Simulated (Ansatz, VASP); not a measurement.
# Two plane-wave programs on HfB2

Contents of INCAR:

```
SYSTEM = HfB2
ALGO     = Normal         ! electronic algorithm
EDIFF    = 1E-8           ! SCF threshold, eV
ENCUT    = 520            ! plane-wave cutoff, eV
GGA      = PS             ! functional
ISIF     = 2              ! what is computed and relaxed
ISMEAR   = -1             ! smearing method
LASPH    = .TRUE.         ! aspherical terms in the spheres
LCHARG   = .FALSE.        ! write CHGCAR
LEFG     = .TRUE.       
LREAL    = .FALSE.        ! projectors in reciprocal space
LWAVE    = .FALSE.        ! write WAVECAR
NBANDS   = 15             ! bands
NELM     = 100            ! most SCF steps
PREC     = Accurate       ! precision mode
SIGMA    = 0.03           ! smearing width, eV
```

The input KPOINTS:

```
k-points
0
G
  15 15 12
  0 0 0
```

File POSCAR:

```
HfB2
1.0
    3.1607954092      0.0000000000      0.0000000000
   -1.5803977046      2.7373291205      0.0000000000
    0.0000000000      0.0000000000      3.5030470293
Hf B
1 2
Direct
    0.0000000000      0.0000000000      0.0000000000
    0.3333333333      0.6666666667      0.5000000000
    0.6666666667      0.3333333333      0.5000000000
```

Input for Ansatz:

```yaml
crystal:
  lattice:
    - [3.1607954092, 0.0, 0.0]
    - [-1.5803977046, 2.7373291205, 0.0]
    - [0.0, 0.0, 3.5030470293]
  atoms:
    - { symbol: Hf, position: [0.0, 0.0, 0.0] }
    - { symbol: B, position: [0.3333333333, 0.6666666667, 0.5] }
    - { symbol: B, position: [0.6666666667, 0.3333333333, 0.5] }
kpoints:
  mp_grid: { grid: [15, 15, 12] }
scf:
  occupations: { method: fermi_dirac, width: 0.03 }
hamiltonian:
  xc: pbesol
  pseudopotentials: { kind: paw }
output:
  forces: true
  stress: true
  eigenvalues: true
  efg: { contact_densities: true }
```

Change from the starting cell: volume scaled by 1.02, PAW files.

Alike in both runs: task electric field gradients; functional PBEsol; k mesh 15 × 15 × 12; occupations fermi-dirac, width 0.03 eV; no spin polarisation.

|  | VASP | Ansatz |
| --- | --- | --- |
| version | VASP 6.6.1 | Ansatz 0.2.0 |
| potentials or method | VASP PAW PBE potentials, release 64 (Hf_pv, B) | PAW with Ansatz's default frozen-core files, scalar-relativistic |
| plane-wave cutoff (eV) | 520 | 420 |
| valence electrons in the cell | 16 | 32 |

```tsv
	VASP	Ansatz	Ansatz less VASP
pressure (GPa)	-9.2	-9.0	+0.18
largest component of the traceless stress (GPa)	0.35	0.50	+0.153
Vzz of the field gradient on the site that differs most (V/Å²)	79.8	108.1	+28.27
```

The functional is the same, so the differences come from potentials, cutoffs and numerics. The two sets of potentials don't hold the same shells in valence. Ansatz warned: «gradients_without_spin_orbit».

Caveats: the PAW data sets were made with another functional, which shifts forces and pressure a little (VASP). The runs have no spin-orbit coupling, so splittings on Hf are missing.
